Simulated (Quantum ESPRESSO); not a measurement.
# PbSe (Clausthalite) (Fm-3m) in Quantum ESPRESSO: equation of state, part 2 of 2

Quantum ESPRESSO 7.5. The steps go on from the part before.

**5. Single point, PBE, 28.67 Å³/atom**

File pw.in:

```
&CONTROL
  calculation = 'scf'
  prefix = 'pwscf'
  outdir = './tmp'
  pseudo_dir = './pseudo'
  tprnfor = .true.
  tstress = .true.
  disk_io = 'nowf'
/
&SYSTEM
  ibrav = 0
  nat = 2
  ntyp = 2
  ecutwfc = 55
  ecutrho = 440
  nbnd = 16
  occupations = 'smearing'
  smearing = 'fd'
  degauss = 0.00367493
/
&ELECTRONS
  conv_thr = 4d-10
  electron_maxstep = 120
  mixing_beta = 0.5
/
ATOMIC_SPECIES
Pb   207.2000 Pb.pbe-dn-kjpaw_psl.0.2.2.UPF
Se    78.9710 Se_pbe_v1.uspp.F.UPF
CELL_PARAMETERS angstrom
   0.0000000000    3.0606500000    3.0606500000
   3.0606500000    0.0000000000    3.0606500000
   3.0606500000    3.0606500000    0.0000000000
ATOMIC_POSITIONS crystal
Pb     0.0000000000    0.0000000000    0.0000000000
Se     0.5000000000    0.5000000000    0.5000000000
K_POINTS automatic
8 8 8 0 0 0
```

Potentials or basis: SSSP 1.3 efficiency PBE.

On the command line:

```bash
> OMP_NUM_THREADS=1 pw.x -in pw.in > pw.out
```

pw.out:

```text
This program is part of the open-source Quantum ESPRESSO suite
     for quantum simulation of materials; please cite
         "P. Giannozzi et al., J. Phys.:Condens. Matter 21 395502 (2009);
         "P. Giannozzi et al., J. Phys.:Condens. Matter 29 465901 (2017);
         "P. Giannozzi et al., J. Chem. Phys. 152 154105 (2020);
     in publications or presentations arising from this work. More details at

     file Pb.pbe-dn-kjpaw_psl.0.2.2.UPF: wavefunction(s)  6S renormalized
     Message from routine setup:
     using ibrav=0 with symmetry is DISCOURAGED, use correct ibrav instead

     Subspace diagonalization in iterative solution of the eigenvalue problem:
     a serial algorithm will be used

     G-vector sticks info
     --------------------
     sticks:   dense  smooth     PW     G-vecs:    dense   smooth      PW
     Sum        2053    1027    301                60375    21331    3479

     Using Slab Decomposition

     bravais-lattice index     =            0
     lattice parameter (alat)  =       8.1795  a.u.
     unit-cell volume          =     386.9614 (a.u.)^3
     number of atoms/cell      =            2
     number of atomic types    =            2
     number of electrons       =        20.00
     number of Kohn-Sham states=           16
     kinetic-energy cutoff     =      55.0000  Ry
     charge density cutoff     =     440.0000  Ry
     scf convergence threshold =      4.0E-10
     mixing beta               =       0.5000
     number of iterations used =            8  plain     mixing
     Exchange-correlation= SLA  PW   PBE  PBE
                           (   1   4   3   4   0   0   0)

     celldm(1)=   8.179515  celldm(2)=   0.000000  celldm(3)=   0.000000
     celldm(4)=   0.000000  celldm(5)=   0.000000  celldm(6)=   0.000000

     crystal axes: (cart. coord. in units of alat)
               a(1) = (   0.000000   0.707107   0.707107 )
               a(2) = (   0.707107   0.000000   0.707107 )
               a(3) = (   0.707107   0.707107   0.000000 )

     reciprocal axes: (cart. coord. in units 2 pi/alat)
               b(1) = ( -0.707107  0.707107  0.707107 )
               b(2) = (  0.707107 -0.707107  0.707107 )
               b(3) = (  0.707107  0.707107 -0.707107 )

     PseudoPot. # 1 for Pb read from file:
     Pb.pbe-dn-kjpaw_psl.0.2.2.UPF
     Pseudo is Projector augmented-wave + core cor, Zval = 14.0
     Generated using "atomic" code by A. Dal Corso  v.5.0.99 svn rev. 10869
     Shape of augmentation charge: PSQ
     Using radial grid of 1281 points,  6 beta functions with:
                l(1) =   0
                l(2) =   0
                l(3) =   1
                l(4) =   1
                l(5) =   2
                l(6) =   2
     Q(r) pseudized with 0 coefficients

     PseudoPot. # 2 for Se read from file:
     Se_pbe_v1.uspp.F.UPF
     Pseudo is Ultrasoft + core correction, Zval =  6.0
     Generated by new atomic code, or converted to UPF format
     Using radial grid of  877 points,  6 beta functions with:
                l(1) =   0
                l(2) =   0
                l(3) =   1
                l(4) =   1
                l(5) =   2
                l(6) =   2
     Q(r) pseudized with  8 coefficients,  rinner =    1.300   1.300   1.300
                                                       1.300   1.300

     atomic species   valence    mass     pseudopotential
     Pb               14.00   207.20000     Pb( 1.00)
     Se                6.00    78.97100     Se( 1.00)

     48 Sym. Ops., with inversion, found

   Cartesian axes

     site n.     atom                  positions (alat units)
         1        Pb     tau(   1) = (   0.0000000   0.0000000   0.0000000  )
         2        Se     tau(   2) = (   0.7071068   0.7071068   0.7071068  )

     number of k points=    29  Fermi-Dirac smearing, width (Ry)=  0.0037
                       cart. coord. in units 2pi/alat
        k(    1) = (   0.0000000   0.0000000   0.0000000), wk =   0.0039062
        k(    2) = (   0.0883883   0.0883883  -0.0883883), wk =   0.0312500
        k(    3) = (   0.1767767   0.1767767  -0.1767767), wk =   0.0312500
        k(    4) = (   0.2651650   0.2651650  -0.2651650), wk =   0.0312500
        k(    5) = (  -0.3535534  -0.3535534   0.3535534), wk =   0.0156250
        k(    6) = (   0.1767767   0.0000000   0.0000000), wk =   0.0234375
[... 21 lines left out ...]
        k(   28) = (  -0.7071068   0.1767767   0.0000000), wk =   0.0468750
        k(   29) = (  -0.7071068   0.3535534   0.0000000), wk =   0.0234375

     Dense  grid:    60375 G-vectors     FFT dimensions: (  60,  60,  60)

     Smooth grid:    21331 G-vectors     FFT dimensions: (  40,  40,  40)

     Initial potential from superposition of free atoms

     starting charge      19.9976, renormalised to      20.0000
     Starting wfcs are   13 randomized atomic wfcs +    3 random wfcs
     Checking if some PAW data can be deallocated...

     Self-consistent Calculation

     iteration #  1     ecut=    55.00 Ry     beta= 0.50
     Davidson diagonalization with overlap
     ethr =  1.00E-02,  avg # of iterations =  5.5

     Threshold (ethr) on eigenvalues was too large:
     Diagonalizing with lowered threshold

     Davidson diagonalization with overlap
     ethr =  4.11E-04,  avg # of iterations =  3.9

     total energy              =    -914.21288177 Ry
     estimated scf accuracy    <       0.08020159 Ry
[... 57 lines left out ...]
     iteration # 10     ecut=    55.00 Ry     beta= 0.50
     Davidson diagonalization with overlap
     ethr =  2.45E-12,  avg # of iterations =  3.1

     End of self-consistent calculation

          k = 0.0000 0.0000 0.0000 (  2685 PWs)   bands (ev):

    -8.6626  -8.6626  -8.6626  -8.6579  -8.6579  -5.4148   1.8695   6.3127
     6.3127   6.3127  12.8912  12.8912  12.8912  14.7066  14.7066  14.7066
[... 138 lines left out ...]
    -8.7491  -8.6581  -8.6502  -8.6502  -8.6179  -3.9491   0.1561   3.9508
     3.9508   7.3895  10.0670  13.1498  13.1498  15.9176  15.9176  20.0405

     the Fermi energy is     8.3276 ev

!    total energy              =    -914.23967210 Ry
     estimated scf accuracy    <          5.9E-12 Ry
     smearing contrib. (-TS)   =      -0.00002247 Ry
     internal energy E=F+TS    =    -914.23964963 Ry

     The total energy is F=E-TS. E is the sum of the following terms:
     one-electron contribution =     -36.83441710 Ry
     hartree contribution      =      32.88097591 Ry
     xc contribution           =     -74.06470108 Ry
     ewald contribution        =    -107.78080368 Ry
     one-center paw contrib.   =    -728.44070367 Ry

     convergence has been achieved in  10 iterations

     Forces acting on atoms (cartesian axes, Ry/au):

     atom    1 type  1   force =     0.00000000    0.00000000    0.00000000
     atom    2 type  2   force =     0.00000000    0.00000000    0.00000000

     Total force =     0.000000     Total SCF correction =     0.000000

     Computing stress (Cartesian axis) and pressure

          total   stress  (Ry/bohr**3)                   (kbar)     P=       23.51
   0.00015981   0.00000000   0.00000000           23.51        0.00        0.00
   0.00000000   0.00015981   0.00000000            0.00       23.51        0.00
   0.00000000   0.00000000   0.00015981            0.00        0.00       23.51

=------------------------------------------------------------------------------=
   JOB DONE.
=------------------------------------------------------------------------------=
```

It took 27 s on 1 thread of AMD EPYC 9R45 (Zen 5), shared host; peak memory 0.29 GiB.

What came out:

```
Free energy            : -12438.8644 eV
Pressure               : 2.4 GPa
Band gap on the k mesh : 0.30 eV, direct
```

Caveat: spin-orbit coupling is left out, which as a rule narrows the gap of such compounds by several tenths of an eV.

**6. Single point, PBE, 29.24 Å³/atom**

pw.in, as its differences from that of step 5:

```diff
@@ -29,5 +29,5 @@
 CELL_PARAMETERS angstrom
-   0.0000000000    3.0606500000    3.0606500000
-   3.0606500000    0.0000000000    3.0606500000
-   3.0606500000    3.0606500000    0.0000000000
+   0.0000000000    3.0809197960    3.0809197960
+   3.0809197960    0.0000000000    3.0809197960
+   3.0809197960    3.0809197960    0.0000000000
 ATOMIC_POSITIONS crystal
```

Potentials or basis: SSSP 1.3 efficiency PBE.

On the command line:

```bash
> OMP_NUM_THREADS=1 pw.x -in pw.in > pw.out
```

Run time: 26 s. Hardware: 1 thread of AMD EPYC 9R45 (Zen 5), shared host; peak memory 0.3 GiB.

Results (log left out):

```
Free energy            : -12438.8780 eV
Pressure               : 1.3 GPa
Band gap on the k mesh : 0.36 eV, direct
```

Caveat: spin-orbit coupling is left out, which as a rule narrows the gap of such compounds by several tenths of an eV.

**7. Single point, PBE, 29.82 Å³/atom**

pw.in, as its differences from that of step 6:

```diff
@@ -29,5 +29,5 @@
 CELL_PARAMETERS angstrom
-   0.0000000000    3.0809197960    3.0809197960
-   3.0809197960    0.0000000000    3.0809197960
-   3.0809197960    3.0809197960    0.0000000000
+   0.0000000000    3.1009263293    3.1009263293
+   3.1009263293    0.0000000000    3.1009263293
+   3.1009263293    3.1009263293    0.0000000000
 ATOMIC_POSITIONS crystal
```

On the command line:

```bash
> OMP_NUM_THREADS=1 pw.x -in pw.in > pw.out
```

Wall time 26 s (1 thread of AMD EPYC 9R45 (Zen 5), shared host); peak memory 0.29 GiB.

Results (log left out):

* Free energy: -12438.8841 eV
* Pressure: 0.3 GPa
* Band gap on the k mesh: 0.42 eV, direct

Caveat: spin-orbit coupling is left out, which as a rule narrows the gap of such compounds by several tenths of an eV.

**8. Single point, PBE, 30.39 Å³/atom**

pw.in, as its differences from that of step 7:

```diff
@@ -29,5 +29,5 @@
 CELL_PARAMETERS angstrom
-   0.0000000000    3.1009263293    3.1009263293
-   3.1009263293    0.0000000000    3.1009263293
-   3.1009263293    3.1009263293    0.0000000000
+   0.0000000000    3.1206779849    3.1206779849
+   3.1206779849    0.0000000000    3.1206779849
+   3.1206779849    3.1206779849    0.0000000000
 ATOMIC_POSITIONS crystal
```

On the command line:

```bash
> OMP_NUM_THREADS=1 pw.x -in pw.in > pw.out
```

It took 27 s on 1 thread of AMD EPYC 9R45 (Zen 5), shared host; peak memory 0.3 GiB.

The run converged. Its results:

```
Free energy            : -12438.8836 eV
Pressure               : -0.6 GPa
Band gap on the k mesh : 0.47 eV, direct
```

Caveat: spin-orbit coupling is left out, which as a rule narrows the gap of such compounds by several tenths of an eV.

**9. Equation of state, PBE**

Potentials or basis: SSSP 1.3 efficiency PBE.

No new run: the results of the series are fitted here.

Results:

```
Equilibrium volume                      : 30.05 Å³/atom
Bulk modulus                            : 47 GPa
Pressure derivative of the bulk modulus : 4.2
```

Energy against volume, from the lowest point:
| volume (Å³/atom) | energy (meV/atom) |
| --- | --- |
| 26.951 | 56.46 |
| 27.524 | 36.08 |
| 28.097 | 20.68 |
| 28.671 | 9.83 |
| 29.244 | 3.06 |
| 29.818 | 0.00 |
| 30.391 | 0.26 |

Spin-orbit coupling is left out, which matters for the levels of Pb.

**10. Comparison with measurements**

Step 9. The cell as given is a measured one (28.67 Å³/atom); PBE puts the equilibrium volume +4.8 % from it, thermal expansion not counted.
